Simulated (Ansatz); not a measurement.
Geometry optimisation, DFT PBE-D3(BJ), scalar-relativistic, plane waves, PAW (Ansatz 0.2.0).

input.yaml

```yaml
crystal:
  lattice:
    - [0.0, 5.0462, 4.4946]
    - [4.097, 0.0, 4.4946]
    - [4.097, 5.0462, 0.0]
  atoms:
    - { symbol: Si, position: [0.1954355, 0.0591795, 0.9519588] }
    - { symbol: Si, position: [0.3034952, 0.4532954, 0.0454858] }
    - { symbol: Si, position: [0.8086874, 0.9507494, 0.0350128] }
    - { symbol: Si, position: [0.207248, 0.0462075, 0.448663] }
    - { symbol: O, position: [0.411589, 0.5155895, 0.2151895] }
    - { symbol: O, position: [0.2671433, 0.1562726, 0.6097633] }
    - { symbol: O, position: [0.3525519, 0.7151618, 0.5275108] }
    - { symbol: O, position: [0.4743068, 0.1110353, 0.147948] }
    - { symbol: O, position: [0.1023834, 0.9799813, 0.27436] }
    - { symbol: O, position: [0.2268992, 0.3491449, 0.8930404] }
    - { symbol: O, position: [0.130802, 0.7790941, 0.9857609] }
    - { symbol: Si, position: [0.7092023, 0.5438377, 0.4518416] }
    - { symbol: Si, position: [0.7899971, 0.9473965, 0.5625505] }
    - { symbol: Si, position: [0.3002673, 0.4483112, 0.5501667] }
    - { symbol: Si, position: [0.7004329, 0.5555545, 0.9443094] }
    - { symbol: O, position: [0.9023638, 0.0159533, 0.7269687] }
    - { symbol: O, position: [0.7630018, 0.6585483, 0.1117162] }
    - { symbol: O, position: [0.8683912, 0.2087683, 0.0095991] }
    - { symbol: O, position: [0.974928, 0.6172693, 0.6491421] }
    - { symbol: O, position: [0.5946339, 0.481439, 0.7812968] }
    - { symbol: O, position: [0.7331118, 0.8447721, 0.3907676] }
    - { symbol: O, position: [0.6425329, 0.2899756, 0.4755526] }
    - { symbol: O, position: [0.5236718, 0.8915531, 0.8444652] }
basis:
  ecutwfc: 420.0
kpoints:
  mp_grid: { grid: [2, 2, 2] }
hamiltonian:
  xc: pbe
  dispersion: d3bj
  pseudopotentials: { kind: paw, azcp: { folder: soft_1 } }
scf:
  occupations: { method: gaussian, width: 0.02 }
  lower_state_search: "off"
relax:
  f_tol: 0.03
  max_steps: 60
  adjacent_minimum: "off"
```

Launched with:

```bash
$ ansatz run input.yaml --threads 1 --pin off --max-ram 3072MiB --backend cpu --events-out ev --progress --plain --runs-dir out
```

Task: Where does it end, and by what steps?

Result: The run converged. Limits of this set-up: coarse k mesh. After 5 steps the energy has fallen by 1.050 eV; Si2 moved furthest, 0.11 Å.

```json
{"step": "0", "energy less start (eV)": "0.0000", "largest force component (eV/Å)": "2.973", "accepted": "yes"}
{"step": "1", "energy less start (eV)": "-0.6435", "largest force component (eV/Å)": "1.591", "accepted": "yes"}
{"step": "2", "energy less start (eV)": "-1.0358", "largest force component (eV/Å)": "0.241", "accepted": "yes"}
{"step": "3", "energy less start (eV)": "-1.0481", "largest force component (eV/Å)": "0.085", "accepted": "yes"}
{"step": "4", "energy less start (eV)": "-1.0495", "largest force component (eV/Å)": "0.031", "accepted": "yes"}
{"step": "5", "energy less start (eV)": "-1.0497", "largest force component (eV/Å)": "0.019", "accepted": "yes"}
```

```xyz
23
Lattice="0.0000 5.0462 4.4946 4.0970 0.0000 4.4946 4.0970 5.0462 0.0000" Properties=species:S:1:pos:R:3
Si 4.101 5.803 1.133
Si 2.094 1.761 3.301
Si 4.083 4.285 7.872
Si 2.020 3.309 1.136
O 3.018 3.109 4.124
O 3.149 4.427 1.900
O 5.035 4.464 4.869
O 1.084 3.124 2.606
O 5.231 1.917 4.897
O 5.046 5.631 2.602
O 7.253 5.633 4.144
Si 4.049 5.876 5.649
Si 6.148 6.801 7.873
Si 4.106 4.279 3.391
Si 6.135 8.316 5.606
O 2.987 8.157 4.154
O 3.125 4.450 6.391
O 0.948 4.448 4.855
O 5.174 8.137 7.103
O 5.210 6.983 4.837
O 5.036 5.648 7.114
O 3.138 5.642 4.136
O 7.095 6.969 6.387
```

The run took 13 s on 1 thread of AMD EPYC 9R45 96-Core Processor (Zen 5) (shared host), peak memory 0.51 GiB.
